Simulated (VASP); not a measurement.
# Si3Ge (I-42d) in VASP: relaxation of cell and atoms with PBE

Aim: the relaxation of cell and atoms of Si3Ge with PBE.

All numbers are computed with VASP 6.6.1; they aren't measurements. Logs are shortened: lines on timing, memory, paths and dates and some standing lists are left out, and cuts for length are marked.

## 1. Starting point

The structure is tetragonal, space group I-42d (No. 122). The conventional cell has a = 5.536 Å, b = 5.536 Å, c = 11.070 Å, α = 90.00°, β = 90.00°, γ = 90.00°. Si (site symmetry -4) is surrounded by 4 Si at 2.37 Å. Si (site symmetry 2) has 2 Si at 2.37 Å and 2 Ge at 2.42 Å as nearest neighbours. Ge (site symmetry -4) is surrounded by 4 Si at 2.42 Å.

The cell was built by a generator and needn't be a form met in nature.

## 2. Relaxation of cell and atoms, PBE

Contents of INCAR:

```
PREC = Accurate ; ENCUT = 520
EDIFF = 1E-6 ; ISMEAR = 0
SIGMA = 0.1 ; LREAL = False
LASPH = True ; NELM = 120
ALGO = Normal ; ISIF = 3
LWAVE = False ; LCHARG = False
GGA = PE ; IBRION = 2
NSW = 90 ; EDIFFG = -0.01
KPAR = 4
```

Contents of KPOINTS:

```
regular mesh
0
Gamma
  8 8 8
```

Contents of POSCAR:

```
Si3Ge
1.0
   -2.7680000000      2.7680000000      5.5350000000
    2.7680000000     -2.7680000000      5.5350000000
    2.7680000000      2.7680000000     -5.5350000000
Si Ge
6 2
Direct
    0.5000000000      0.5000000000      0.0000000000
    0.6174132900      0.6250000000      0.4924132900
    0.1325867100      0.1250000000      0.5075867100
    0.2500000000      0.7500000000      0.5000000000
    0.8750000000      0.3825867100      0.0075867100
    0.3750000000      0.8674132900      0.9924132900
    0.0000000000      0.0000000000      0.0000000000
    0.7500000000      0.2500000000      0.5000000000
```

Potentials or basis: VASP PAW PBE potentials, release 64 (Si, Ge_d).

On the command line:

```sh
> cat potpaw_PBE.64/Si/POTCAR potpaw_PBE.64/Ge_d/POTCAR > POTCAR
> mpirun -np 4 vasp_std > vasp.out
```

OUTCAR:

```text
PREC = Accurate
   ENCUT = 520
   EDIFF = 1E-6
   ISMEAR = 0
   LREAL = False
   LASPH = True
   NELM = 120
   ISIF = 3
   GGA = PE
   IBRION = 2
   NSW = 90
   EDIFFG = -0.01

 ion  position               nearest neighbor table
   1  0.500  0.500  0.000-   3 2.37   5 2.37   6 2.37   2 2.37
   2  0.617  0.625  0.492-   4 2.37   1 2.37   7 2.42   8 2.42
   3  0.133  0.125  0.508-   1 2.37   4 2.37   8 2.42   7 2.42
   4  0.250  0.750  0.500-   2 2.37   3 2.37   5 2.37   6 2.37
   5  0.875  0.383  0.008-   1 2.37   4 2.37   7 2.42   8 2.42
   6  0.375  0.867  0.992-   1 2.37   4 2.37   8 2.42   7 2.42
   7  0.000  0.000  0.000-   3 2.42   5 2.42   6 2.42   2 2.42
   8  0.750  0.250  0.500-   5 2.42   2 2.42   3 2.42   6 2.42

  LATTYP: Found a body centered tetragonal cell.
 ALAT       =     5.5360000000
 C/A-ratio  =     1.9996387283

  Lattice vectors:

 A1 = (  -2.7680000000,   2.7680000000,   5.5350000000)
 A2 = (   2.7680000000,  -2.7680000000,   5.5350000000)
 A3 = (   2.7680000000,   2.7680000000,  -5.5350000000)

Analysis of symmetry for initial positions (statically):
=====================================================================
 Subroutine PRICEL returns:
 Original cell was already a primitive cell.

 Routine SETGRP: Setting up the symmetry group for a
 body centered tetragonal supercell.

 Subroutine GETGRP returns: Found  8 space group operations
 (whereof  4 operations were pure point group operations)
 out of a pool of 16 trial point group operations.

The static configuration has the point symmetry S_4 .
 The point group associated with its full space group is D_2d.

Analysis of symmetry for dynamics (positions and initial velocities):
=====================================================================
 Subroutine PRICEL returns:
 Original cell was already a primitive cell.

 Routine SETGRP: Setting up the symmetry group for a
 body centered tetragonal supercell.

 Subroutine GETGRP returns: Found  8 space group operations
 (whereof  4 operations were pure point group operations)
 out of a pool of 16 trial point group operations.

The dynamic configuration has the point symmetry S_4 .
 The point group associated with its full space group is D_2d.

 Subroutine INISYM returns: Found  8 space group operations
 (whereof  4 operations are pure point group operations),
 and found     1 'primitive' translations

----------------------------------------------------------------------------------------

                                     Primitive cell

  volume of cell :     169.6328

  direct lattice vectors                    reciprocal lattice vectors
    -2.768000000  2.768000000  5.535000000     0.000000000  0.180635838  0.090334237
     2.768000000 -2.768000000  5.535000000     0.180635838  0.000000000  0.090334237
     2.768000000  2.768000000 -5.535000000     0.180635838  0.180635838  0.000000000

  length of vectors
     6.779371136  6.779371136  6.779371136     0.201964305  0.201964305  0.255457652

  position of ions in fractional coordinates (direct lattice)
     0.500000000  0.500000000  0.000000000
     0.617413290  0.625000000  0.492413290
     0.132586710  0.125000000  0.507586710
     0.250000000  0.750000000  0.500000000
     0.875000000  0.382586710  0.007586710
     0.375000000  0.867413290  0.992413290
     0.000000000  0.000000000  0.000000000
     0.750000000  0.250000000  0.500000000

  ion indices of the primitive-cell ions
   primitive index   ion index
                 1           1
                 2           2
                 3           3
                 4           4
                 5           5
                 6           6
                 7           7
                 8           8

----------------------------------------------------------------------------------------

 KPOINTS: regular mesh

Automatic generation of k-mesh.
 Grid dimensions read from file:
 generate k-points for:    8    8    8

 Generating k-lattice:

  Cartesian coordinates                     Fractional coordinates (reciprocal lattice)
     0.000000000  0.022579480  0.011291780     0.125000000  0.000000000  0.000000000
     0.022579480  0.000000000  0.011291780     0.000000000  0.125000000  0.000000000
     0.022579480  0.022579480  0.000000000     0.000000000  0.000000000  0.125000000

  Length of vectors
     0.025245538  0.025245538  0.031932207

  Shift w.r.t. Gamma in fractional coordinates (k-lattice)
     0.000000000  0.000000000  0.000000000

 Subroutine IBZKPT returns following result:
 ===========================================

 Found     59 irreducible k-points:

 Following reciprocal coordinates:
            Coordinates               Weight
  0.000000  0.000000  0.000000      1.000000
  0.125000 -0.000000  0.000000      8.000000
  0.250000 -0.000000  0.000000      8.000000
  0.375000 -0.000000  0.000000      8.000000
  0.500000 -0.000000  0.000000      4.000000
  0.125000  0.125000  0.000000      8.000000
[... 16 lines left out ...]
  0.250000  0.125000  0.125000     16.000000
  0.375000  0.125000  0.125000      8.000000
 [... further k-points ...]
   k-points           NKPTS =     59   k-points in BZ     NKDIM =     59   number of bands    NBANDS=     31
   number of dos      NEDOS =    301   number of ions     NIONS =      8
   total plane-waves  NPLWV = 125000
   dimension x,y,z NGX =    50 NGY =   50 NGZ =   50
   dimension x,y,z NGXF=   100 NGYF=  100 NGZF=  100
   ions per type =               6   2
   NGX,Y,Z   is equivalent  to a cutoff of  12.26, 12.26, 12.26 a.u.
   NGXF,Y,Z  is equivalent  to a cutoff of  24.52, 24.52, 24.52 a.u.
 SYSTEM =  unknown system
   PREC   = accura    normal or accurate (medium, high low for compatibility)
   ISTART =      0    job   : 0-new  1-cont  2-samecut
   ICHARG =      2    charge: 1-file 2-atom 10-const
   ISPIN  =      1    spin polarized calculation?
   LNONCOLLINEAR =      F non collinear calculations
   LSORBIT =      F    spin-orbit coupling
   LASPH  =      T    aspherical Exc in radial PAW
   ENCUT  =  520.0 eV  38.22 Ry    6.18 a.u.  12.61 12.61 12.61*2*pi/ulx,y,z
   NELM   =    120;   NELMIN=  2; NELMDL= -5     # of ELM steps
   EDIFF  = 0.1E-05   stopping-criterion for ELM
   LREAL  =      F    real-space projection
   EDIFFG = -.1E-01   stopping-criterion for IOM
   NSW    =     90    number of steps for IOM
   IBRION =      2    ionic relax: 0-MD 1-quasi-New 2-CG
   NFREE  =      1    steps in history (QN), initial steepest desc. (CG)
   ISIF   =      3    stress and relaxation
   ISYM   =      2    0-nonsym 1-usesym 2-fastsym
   POTIM  = 0.5000    time-step for ionic-motion
   TEBEG  =    0.0;   TEEND  =   0.0 temperature during run
   PSTRESS=    0.0 pullay stress
   NELECT =      52.0000    total number of electrons
   NUPDOWN=      -1.0000    fix difference up-down
   EMIN   =  10.00;   EMAX   =-10.00  energy-range for DOS
   EFERMI =   0.00;   METHOD = LEGACY
   ISMEAR =     0;   SIGMA  =   0.10  broadening in eV -4-tet -1-fermi 0-gaus
   EFERMI_NEDOS =   21; number of points for ismear=-14 and -15
   IALGO  =     38    algorithm
   IMIX   =      4    mixing-type and parameters
     AMIX     =   0.40;   BMIX     =  1.00
     AMIX_MAG =   1.60;   BMIX_MAG =  1.00
  volume/ion in A,a.u.               =      21.20       143.09
  Fermi-wavevector in a.u.,A,eV,Ry     =   1.103840  2.085955 16.578184  1.218462
  Thomas-Fermi vector in A             =   2.240304
   LORBIT       =      0    0 simple, 1 ext, 2 COOP (PROOUT), +10 PAW based schemes
   GGA     = PE    functional components
   LHFCALC =     F    Hartree Fock is set to
   AEXX    =    0.0000 exact exchange contribution
   IVDW    =     0    specifies the selected vdW correction
   LEPSILON=     F    determine dielectric tensor
   LRPA    =     F    only Hartree local field effects (RPA)
 conjugate gradient relaxation of ions
 non-spin polarized calculation
 Gauss-broadening in eV      SIGMA  =   0.10
  energy-cutoff  :      520.00
  volume of cell :      169.63
 maximum number of plane-waves:      4595
   NGX = 25   NGY = 25   NGZ = 25

--------------------------------------- Ionic step        1  -------------------------------------------

 number of electron      52.0000003 magnetization

 Free energy of the ion-electron system (eV)
  ---------------------------------------------------
  ext. energy  EPLUGINS =         0.00000000
  ---------------------------------------------------
  free energy    TOTEN  =       -41.48623545 eV

  energy without entropy =      -41.48623538  energy(sigma->0) =      -41.48623542

------------------------ aborting loop because EDIFF is reached ----------------------------------------

  FORCE on cell =-STRESS in cart. coord.  units (eV):
  Direction    XX          YY          ZZ          XY          YZ          ZX
  --------------------------------------------------------------------------------------
  -------------------------------------------------------------------------------------
  Total       -0.2271943     -0.2271943     -0.2229027      0.0000000      0.0000000      0.0000000
  in kB       -2.1458447     -2.1458447     -2.1053102      0.0000000      0.0000000      0.0000000
  external PRESSURE =      -2.1323332 kB  Pullay stress =       0.0000000 kB
[... 107 lines left out ...]
  FREE ENERGIE OF THE ION-ELECTRON SYSTEM (eV)
  ---------------------------------------------------
  free  energy   TOTEN  =       -41.4866976080 eV

  energy  without entropy=      -41.4866975197  energy(sigma->0) =      -41.48669756

[... ionic steps 4 to 10 ...]

--------------------------------------- Ionic step       11  -------------------------------------------

 number of electron      52.0000006 magnetization

------------------------ aborting loop because EDIFF is reached ----------------------------------------
[... 79 lines left out ...]
--------------------------------------- Ionic step       13  -------------------------------------------

 number of electron      52.0000006 magnetization

 Free energy of the ion-electron system (eV)
  ---------------------------------------------------
  ext. energy  EPLUGINS =         0.00000000
  ---------------------------------------------------
  free energy    TOTEN  =       -41.48678236 eV

  energy without entropy =      -41.48678227  energy(sigma->0) =      -41.48678232

 E-fermi :   5.6575     XC(G=0):  -9.4602

 val. band max:        5.3605886830   @ k =   0.0000   0.0000   0.0000
 cond. band min:       5.9569439585   @ k =  -0.1250  -0.1250   0.1250
 fundamental gap:      0.5963552755
 Fermi energy:         5.6575246027

 k-point     1 :       0.0000    0.0000    0.0000
  band No.  band energies     occupation
      1     -18.8587      2.00000
      2     -18.8587      2.00000
      3     -18.8573      2.00000
      4     -18.8539      2.00000
      5     -18.8520      2.00000
      6     -18.8520      2.00000
[... 805 lines left out ...]
     30       8.2443      0.00000
     31       8.5134      0.00000

 [... further k-points ...]
[... 5 lines left out ...]
  --------------------------------------------------------------------------------------
  -------------------------------------------------------------------------------------
  Total        0.0157150      0.0157150      0.0181595      0.0000000      0.0000000      0.0000000
  in kB        0.1487781      0.1487781      0.1719210      0.0000000      0.0000000      0.0000000
  external PRESSURE =       0.1564924 kB  Pullay stress =       0.0000000 kB
[... 23 lines left out ...]
  FREE ENERGIE OF THE ION-ELECTRON SYSTEM (eV)
  ---------------------------------------------------
  free  energy   TOTEN  =       -41.4867823597 eV

  energy  without entropy=      -41.4867822719  energy(sigma->0) =      -41.48678232

 reached required accuracy - stopping structural energy minimisation
```

Run time: 12 min. Hardware: 4 MPI ranks of AMD EPYC 7R13 (Zen 3), shared host; peak memory 0.51 GiB.

What came out:

```yaml
Free_energy: -41.4868 eV
Relaxed_volume: 21.15 Å³/atom
Relaxed_cell: a = 6.774 Å, b = 6.774 Å, c = 6.774 Å, α = 131.81°, β = 131.81°, γ = 70.54°
Space_group_after_relaxing_to_0.05_Å: I-42d (No. 122)
Energy_gained_by_relaxing: 0.1 meV/atom
Ionic_steps: 13
Pressure_after_relaxing: 0.0 GPa
Largest_force_after_relaxing: 0.004 eV/Å
Band_gap_on_the_k_mesh: 0.60 eV, indirect (least direct gap 0.67 eV)
```

Forces on the atoms (eV/Å):
```
Si   0.000  0.000  0.000
Si   0.000 -0.004  0.000
Si   0.000  0.004  0.000
Si   0.000  0.000  0.000
Si   0.004  0.000  0.000
Si  -0.004  0.000  0.000
Ge   0.000  0.000  0.000
Ge   0.000  0.000  0.000
```

Step by step:
```
step  energy change (eV)  largest force (eV/Å)  pressure (GPa)  volume (Å³)
   1              0.0000                0.0389           -0.21       169.63
   2             -0.0004                0.0157            0.15       168.94
   3             -0.0005                0.0218            0.00       169.12
   4             -0.0005                0.0203            0.09       169.08
   5             -0.0005                0.0213            0.01       169.10
   6             -0.0005                0.0208            0.08       169.09
   7             -0.0005                0.0102           -0.06       169.35
   8             -0.0005                0.0149           -0.02       169.24
   9             -0.0005                0.0136           -0.06       169.27
  10             -0.0005                0.0143           -0.02       169.25
  11             -0.0005                0.0139           -0.01       169.26
  12             -0.0005                0.0134           -0.04       169.26
  13             -0.0005                0.0036            0.02       169.23
```

Final structure:
```yaml
crystal:
  lattice:
    - [-2.76577, 2.76577, 5.53088]
    - [2.76577, -2.76577, 5.53088]
    - [2.76577, 2.76577, -5.53088]
  atoms:
    - { symbol: Si, position: [0.50000, 0.50000, 0.00000] }
    - { symbol: Si, position: [0.61688, 0.62500, 0.49188] }
    - { symbol: Si, position: [0.13312, 0.12500, 0.50812] }
    - { symbol: Si, position: [0.25000, 0.75000, 0.50000] }
    - { symbol: Si, position: [0.87500, 0.38312, 0.00812] }
    - { symbol: Si, position: [0.37500, 0.86688, 0.99188] }
    - { symbol: Ge, position: [0.00000, 0.00000, 0.00000] }
    - { symbol: Ge, position: [0.75000, 0.25000, 0.50000] }
```
